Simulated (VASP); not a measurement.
# Rh (Fm-3m) in VASP: settings compared, part 2 of 2

VASP 6.6.1. The steps go on from the part before.

### Step 4. Relaxation of cell and atoms, LDA

Input file INCAR:

```
ALGO = Normal
EDIFF = 1E-6
EDIFFG = -0.01
ENCUT = 600
GGA = CA
IBRION = 2
ISIF = 3
ISMEAR = 1
LASPH = True
LCHARG = False
LREAL = False
LWAVE = False
NELM = 80
NSW = 90
PREC = Accurate
SIGMA = 0.1
```

Input file KPOINTS:

```
k-points
0
Gamma
  16 16 16
```

Input file POSCAR:

```
Rh
1.0
    0.0000000000      1.8978500000      1.8978500000
    1.8978500000      0.0000000000      1.8978500000
    1.8978500000      1.8978500000      0.0000000000
Rh
1
Direct
    0.0000000000      0.0000000000      0.0000000000
```

Potentials or basis: VASP PAW LDA potentials, release 64 (Rh_pv).

Started as:

```bash
> cat potpaw_LDA.64/Rh_pv/POTCAR > POTCAR
> mpirun -np 1 vasp_std > vasp.out
```

Run time: 24 s. Hardware: 1 thread of Intel Xeon 6975P-C (Granite Rapids), shared host; peak memory 0.16 GiB.

Results (log left out):

| Item | Value |
| --- | --- |
| Free energy | -8.6829 eV |
| Relaxed volume | 13.26 Å³/atom |
| Relaxed cell | a = 2.657 Å, b = 2.657 Å, c = 2.657 Å, α = 60.00°, β = 60.00°, γ = 60.00° |
| Space group after relaxing (to 0.05 Å) | Fm-3m (No. 225) |
| Energy gained by relaxing | 12.0 meV/atom |
| Ionic steps | 4 |
| Pressure after relaxing | -0.1 GPa |
| Band gap on the k mesh | none (metal or under the smearing width) |

The path:
```tsv
step	energy change (eV)	largest force (eV/Å)	pressure (GPa)	volume (Å³)
1	0.0000	0.0000	-9.02	13.67
2	0.0862	0.0000	32.44	12.20
3	-0.0120	0.0000	-0.37	13.27
4	-0.0120	0.0000	-0.05	13.26
```

Final structure:
```xyz
1
Lattice="0.0000 1.8785 1.8785 1.8785 0.0000 1.8785 1.8785 1.8785 0.0000" Properties=species:S:1:pos:R:3 pbc="T T T"
Rh    1.8785    0.0000    1.8785
```

Levels at points of the mesh, in eV from the Fermi level:
```
           k point  band 3  band 4  band 5  band 6  band 7  band 8  band 9  band 10  band 11
(0.00, 0.00, 0.00)  -46.21   -8.29   -3.28   -3.28   -3.28   -1.02   -1.02    15.92    20.27
(0.50, 0.00, 0.00)  -46.33   -6.47   -3.35   -3.35    0.64    0.64    0.67     8.98    15.46
(0.50, 0.50, 0.00)  -46.52   -6.68   -6.31    0.62    1.07    1.07    3.26    12.73    13.43
```

### Step 5. Relaxation of cell and atoms, LDA

This run uses another cell than the first one, of 13.26 Å³/atom, 0.970 times its volume.

INCAR, as its differences from that of step 4:

```diff
@@ -1,4 +1,4 @@
 ALGO = Normal
-EDIFF = 1E-6
-EDIFFG = -0.01
+EDIFF = 1E-7
+EDIFFG = -0.005
 ENCUT = 600
```

KPOINTS is that of step 4.

Input file POSCAR:

```
Rh                                      
1.0
    0.0000000000      1.8784967767      1.8784967767
    1.8784967767      0.0000000000      1.8784967767
    1.8784967767      1.8784967767     -0.0000000000
  Rh            
     1
Direct
     0.0000000000000000    1.0000000000000000    0.0000000000000000
```

Potentials or basis: VASP PAW LDA potentials, release 64 (Rh_pv).

Started as:

```bash
> cat potpaw_LDA.64/Rh_pv/POTCAR > POTCAR
> mpirun -np 1 vasp_std > vasp.out
```

OUTCAR:

```text
EDIFF = 1E-7
   EDIFFG = -0.005
   ENCUT = 600
   GGA = CA
   IBRION = 2
   ISIF = 3
   ISMEAR = 1
   LASPH = True
   LREAL = False
   NELM = 80
   NSW = 90
   PREC = Accurate

 ion  position               nearest neighbor table
   1  0.000  0.000  0.000-

  LATTYP: Found a face centered cubic cell.
 ALAT       =     3.7569935534

  Lattice vectors:

 A1 = (   0.0000000000,   1.8784967767,   1.8784967767)
 A2 = (   1.8784967767,   0.0000000000,   1.8784967767)
 A3 = (   1.8784967767,   1.8784967767,   0.0000000000)

Analysis of symmetry for initial positions (statically):
=====================================================================
 Subroutine PRICEL returns:
 Original cell was already a primitive cell.

 Routine SETGRP: Setting up the symmetry group for a
 face centered cubic supercell.

 Subroutine GETGRP returns: Found 48 space group operations
 (whereof 48 operations were pure point group operations)
 out of a pool of 48 trial point group operations.

The static configuration has the point symmetry O_h .

[... 169 lines left out ...]
  band No.  band energies     occupation
      1     -33.8284      2.00000
      2     -33.8284      2.00000
      3     -33.8284      2.00000
      4       4.0964      2.00000
      5       9.1084      2.00000
      6       9.1084      2.00000
      7       9.1084      2.00000
      8      11.3600      2.00000
      9      11.3600      2.00000
     10      28.3086      0.00000
     11      32.6530      0.00000
[... 309 lines left out ...]
 k-point    24 :      -0.0625    0.0625    0.0000
  band No.  band energies     occupation
      1     -33.9086      2.00000
      2     -33.8524      2.00000
      3     -33.8344      2.00000
      4       4.5241      2.00000
      5       8.8948      2.00000
      6       9.2629      2.00000
      7       9.3145      2.00000
      8      11.1573      2.00000
      9      11.3854      2.00000
     10      28.9410      0.00000
     11      32.2560      0.00000

 [... further k-points ...]

------------------------ aborting loop because EDIFF is reached ----------------------------------------

  FORCE on cell =-STRESS in cart. coord.  units (eV):
  Direction    XX          YY          ZZ          XY          YZ          ZX
  --------------------------------------------------------------------------------------
  -------------------------------------------------------------------------------------
  Total       -0.0014486     -0.0014486     -0.0014486      0.0000000     -0.0000000      0.0000000
  in kB       -0.1750604     -0.1750604     -0.1750604      0.0000000     -0.0000000      0.0000000
  external PRESSURE =      -0.1750604 kB  Pullay stress =       0.0000000 kB

 VOLUME and BASIS-vectors are now :
 -----------------------------------------------------------------------------
  energy-cutoff  :      600.00
  volume of cell :       13.26
      direct lattice vectors                 reciprocal lattice vectors
     0.000000000  1.878496777  1.878496777    -0.266170273  0.266170273  0.266170273
     1.878496777  0.000000000  1.878496777     0.266170273 -0.266170273  0.266170273
     1.878496777  1.878496777  0.000000000     0.266170273  0.266170273 -0.266170273

 POSITION                                       TOTAL-FORCE (eV/Angst)
 -----------------------------------------------------------------------------------
      0.00000      0.00000      0.00000         0.000000      0.000000      0.000000
 -----------------------------------------------------------------------------------
    total drift:                                0.000000     -0.000000     -0.000000

  FREE ENERGIE OF THE ION-ELECTRON SYSTEM (eV)
  ---------------------------------------------------
  free  energy   TOTEN  =        -8.6823160661 eV

  energy  without entropy=       -8.6821259554  energy(sigma->0) =       -8.68225270

 reached required accuracy - stopping structural energy minimisation
```

OSZICAR:

```text
N       E                     dE             d eps       ncg     rms          rms(c)
DAV:   1     0.123764911085E+03    0.12376E+03   -0.10144E+04  3193   0.164E+03
DAV:   2    -0.753472907783E+01   -0.13130E+03   -0.12586E+03  3274   0.412E+02
DAV:   3    -0.923676548316E+01   -0.17020E+01   -0.16799E+01  3694   0.523E+01
DAV:   4    -0.924689351975E+01   -0.10128E-01   -0.10126E-01  3496   0.418E+00
DAV:   5    -0.924704724034E+01   -0.15372E-03   -0.15372E-03  3648   0.480E-01    0.116E+01
DAV:   6    -0.871074928326E+01    0.53630E+00   -0.12318E+00  3319   0.164E+01    0.396E+00
DAV:   7    -0.868763805878E+01    0.23111E-01   -0.24832E-02  3652   0.201E+00    0.183E+00
DAV:   8    -0.868254932712E+01    0.50887E-02   -0.59205E-03  3334   0.130E+00    0.247E-01
DAV:   9    -0.868230971872E+01    0.23961E-03   -0.33708E-04  3691   0.313E-01    0.466E-02
DAV:  10    -0.868231612113E+01   -0.64024E-05   -0.41319E-06  3586   0.276E-02    0.368E-03
DAV:  11    -0.868231606612E+01    0.55012E-07   -0.40451E-07  3658   0.905E-03
   1 F= -.86823161E+01 E0= -.86822527E+01  d E =-.868232E+01
```

It took 8.6 s on 1 thread of Intel Xeon 6975P-C (Granite Rapids), shared host; peak memory 0.14 GiB.

Results:

* Free energy: -8.6823 eV
* Pressure after relaxing: 0.0 GPa
* Band gap on the k mesh: none (metal or under the smearing width)

Final structure:
```cif
data_structure
_symmetry_space_group_name_H-M 'P 1'
_symmetry_Int_Tables_number 1
_cell_length_a 2.6566
_cell_length_b 2.6566
_cell_length_c 2.6566
_cell_angle_alpha 60.000
_cell_angle_beta 60.000
_cell_angle_gamma 60.000
_cell_volume 13.26
loop_
_atom_site_label
_atom_site_type_symbol
_atom_site_fract_x
_atom_site_fract_y
_atom_site_fract_z
_atom_site_occupancy
Rh1 Rh 0.00000 0.00000 0.00000 1
```

Caveat: the relaxation stopped at its first step, so nothing moved.

### Step 6. Relaxation of the atoms, LDA (a relaxed cell with its volume scaled by 0.94)

Input file INCAR:

```
ALGO = Fast
EDIFF = 1E-7
EDIFFG = -0.01
ENCUT = 600
GGA = CA
IBRION = 2
ISIF = 2
ISMEAR = 1
LASPH = True
LCHARG = False
LREAL = False
LWAVE = False
NELM = 80
NSW = 40
PREC = Accurate
SIGMA = 0.1
```

KPOINTS is that of step 5.

Input file POSCAR:

```
Rh                                      
1.0
    0.0000000000      1.8401493477      1.8401493477
    1.8401493477      0.0000000000      1.8401493477
    1.8401493477      1.8401493477      0.0000000000
  Rh            
     1
Direct
     0.0000000000000000    0.0000000000000000    0.0000000000000000
```

Potentials or basis: VASP PAW LDA potentials, release 64 (Rh_pv).

Started as:

```bash
> cat potpaw_LDA.64/Rh_pv/POTCAR > POTCAR
> mpirun -np 1 vasp_std > vasp.out
```

Wall time 10 s (1 thread of Intel Xeon 6975P-C (Granite Rapids), shared host); peak memory 0.15 GiB.

It converged, with:

```
Free energy             : -8.6276 eV
Pressure after relaxing : 22.8 GPa
Band gap on the k mesh  : none (metal or under the smearing width)
```

Final structure:
```yaml
crystal:
  lattice:
    - [0.00000, 1.84015, 1.84015]
    - [1.84015, 0.00000, 1.84015]
    - [1.84015, 1.84015, 0.00000]
  atoms:
    - { symbol: Rh, position: [0.00000, 0.00000, 0.00000] }
```

Levels at points of the mesh, in eV from the Fermi level:
```tsv
k point	band 5	band 6	band 7	band 8	band 9	band 10
(0.00, 0.00, 0.00)	-3.60	-3.60	-3.60	-1.12	-1.12	15.83
(0.50, 0.00, 0.00)	-3.69	-3.69	0.62	0.71	0.71	9.69
(0.50, 0.50, 0.00)	-6.93	0.70	1.20	1.20	3.37	13.81
```

Caveat: the relaxation stopped at its first step, so nothing moved.

### Step 7. Summary

| task | level | potentials or basis | cell | gap on the mesh (eV) | pressure (GPa) |
| --- | --- | --- | --- | --- | --- |
| relaxation of cell and atoms | r2SCAN | VASP PAW PBE potentials, release 64 (Rh_pv) | relaxed | none | 0.0 |
| relaxation of cell and atoms | LDA | VASP PAW LDA potentials, release 64 (Rh_pv) | relaxed | none | 0.0 |
| relaxation of the atoms | LDA | VASP PAW LDA potentials, release 64 (Rh_pv) | atoms relaxed from: a relaxed cell with its volume scaled by 0.94 | none | 22.8 |

Alike in all rows: no spin polarisation; k mesh 16 × 16 × 16; cutoff (eV) 600; smearing methfessel-paxton 0.1 eV.

Caveats: the relaxation stopped at its first step, so nothing moved; the PAW data sets were made with another functional, which shifts forces and pressure a little (some runs).

Total energies depend on the potentials used, so only differences within one code and one set of settings carry meaning.
